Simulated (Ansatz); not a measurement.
A run of Ansatz 0.2.0:

File input.yaml:

```yaml
crystal:
  lattice:
    - [2.8273666084, 1.6323808724, 2.3183934932]
    - [-2.8273666084, 1.6323808724, 2.3183934932]
    - [0.0, -3.2647617449, 2.3183934932]
  atoms:
    - { symbol: Ba, position: [0.0, 0.0, 0.0] }
    - { symbol: Ti, position: [0.4845, 0.4845, 0.4845] }
    - { symbol: O, position: [0.5086, 0.0175, 0.5086] }
    - { symbol: O, position: [0.0175, 0.5086, 0.5086] }
    - { symbol: O, position: [0.5086, 0.5086, 0.0175] }
hamiltonian:
  xc: r2scan
  pseudopotentials: { kind: paw }
  dispersion: d3bj
kpoints:
  mp_grid: { grid: [7, 7, 7] }
scf:
  occupations: { method: fermi_dirac, width: 0.05 }
output:
  forces: true
  stress: true
  eigenvalues: true
relax:
  f_tol: 0.01
  max_steps: 40
  cell: { stress_tol: 0.05 }
```

Potentials or basis: Ansatz PAW.

Command:

```console
$ ansatz run input.yaml --threads 2 --pin off --max-ram 5632MiB --backend cpu --events-out ev --progress --plain --runs-dir out
```

Hardware: 2 threads of Arm Neoverse V1 (shared host).

**Question.** How long does it take, and how much memory?

**Answer.** Wall time 61 s on 2 threads of Arm Neoverse V1, with other jobs on the host, peak memory 0.51 GiB. Counts: scf iterations 40, plane waves 1647, k points 44, bands 25, ion steps 7.
